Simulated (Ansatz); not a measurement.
A 3-atom cell of WS2 started from a crystallographic database, relaxed with r2SCAN+rVV10 in Ansatz 0.2.0. It is trigonal, R3m (No. 160); conventional cell a = 3.172 Å, c = 18.712 Å, 18.11 Å³ an atom. W has 6 S at 2.41 Å; S has 3 W at 2.41 Å.

The axes x, y and z are those of this cell:
```
CELL_PARAMETERS angstrom
1.58589 0.91561 6.23748
-1.58589 0.91561 6.23748
0.00000 -1.83122 6.23748
ATOMIC_POSITIONS crystal
W 0.00067 0.00067 0.00067
S 0.25056 0.25056 0.25056
S 0.41748 0.41748 0.41748
```

Unstrained: PBE gives an indirect gap of 1.069 eV, from T to Γ–S₀ (0.52 of the way from Γ); the least direct gap is 1.848 eV at k = (-0.163, 0.163, -1/2). With r2SCAN the valence top lies at T and the conduction bottom at Γ–S₀ (0.52 of the way from Γ), 1.180 eV higher; the smallest vertical gap, at k = (-0.163, 0.163, -1/2), is 1.971 eV. HSE06 gives an indirect gap of 1.602 eV, from T to Γ–S₀ (0.52 of the way from Γ); the least direct gap is 2.329 eV at k = (1/6, -1/2, -1/6). Meshes: PBE 10×10×10, r2SCAN 10×10×10, HSE06 6×6×6. Strains are changes of length per length, and xy shears are angles. After each strain the atoms were relaxed again with r2SCAN+rVV10 within the symmetry that the strain leaves, so tilts or polar shifts that break it weren't tested; points keep the names that they have in the unstrained zone. (Simulation; spin polarisation is off.)

Question: Estimate what isotropic -2.69 % on every length does to the gap.

Answer: PBE: the gap goes from 1.069 to 0.928 eV (-0.141 eV); the edges go from T → Γ–S₀ (0.52) to T → Γ–S₀ (0.53). r2SCAN: the gap goes from 1.180 to 1.045 eV (-0.135 eV); the edges go from T → Γ–S₀ (0.52) to T → Γ–S₀ (0.53). HSE06: the gap goes from 1.602 to 1.448 eV (-0.154 eV); the edges go from T → Γ–S₀ (0.52) to T → Γ–S₀ (0.53).

Question: Estimate what uniaxial +2.73 % along x, other directions held does to the gap.

Answer: PBE: the gap goes from 1.069 to 0.899 eV (-0.170 eV); the edges go from T → Γ–S₀ (0.52) to T → (-0.172, 0.172, -1/2). r2SCAN: the gap goes from 1.180 to 0.967 eV (-0.213 eV); the edges go from T → Γ–S₀ (0.52) to T → (-0.172, 0.172, -1/2). HSE06: the gap goes from 1.602 to 1.329 eV (-0.273 eV); the edges go from T → Γ–S₀ (0.52) to T → (-0.172, 0.172, -1/2).

Question: Estimate what xy shear, engineering strain (angle) -2.18 % does to the gap.

Answer: PBE: the gap goes from 1.069 to 1.062 eV (-0.007 eV); the edges go from T → Γ–S₀ (0.52) to T → (0.180, 0, -0.174). r2SCAN: the gap goes from 1.180 to 1.173 eV (-0.007 eV); the edges go from T → Γ–S₀ (0.52) to T → (0.180, 0, -0.174). HSE06: the gap goes from 1.602 to 1.597 eV (-0.005 eV); the edges go from T → Γ–S₀ (0.52) to T → (0.180, 0, -0.174).

Question: Estimate what uniaxial +3.83 % along y, other directions held does to the gap.

Answer: PBE: the gap goes from 1.069 to 0.799 eV (-0.270 eV); the edges go from T → Γ–S₀ (0.52) to T → (-0.070, -0.393, 0.271). r2SCAN: the gap goes from 1.180 to 0.863 eV (-0.317 eV); the edges go from T → Γ–S₀ (0.52) to T → (-0.070, -0.393, 0.271). HSE06: the gap goes from 1.602 to 1.220 eV (-0.382 eV); the edges go from T → Γ–S₀ (0.52) to T → (-0.070, -0.393, 0.271).

Spin-orbit coupling is left out, which matters wherever the heavy atoms make up the band edges.

Where an edge lies off the special points, it is a point of the mesh or the k point where a search put PBE's edge or least direct gap, reused for the other functionals, whose own edges may lie a little apart.

Coordinates of k points refer to the reciprocal vectors of the primitive cell of the runs.
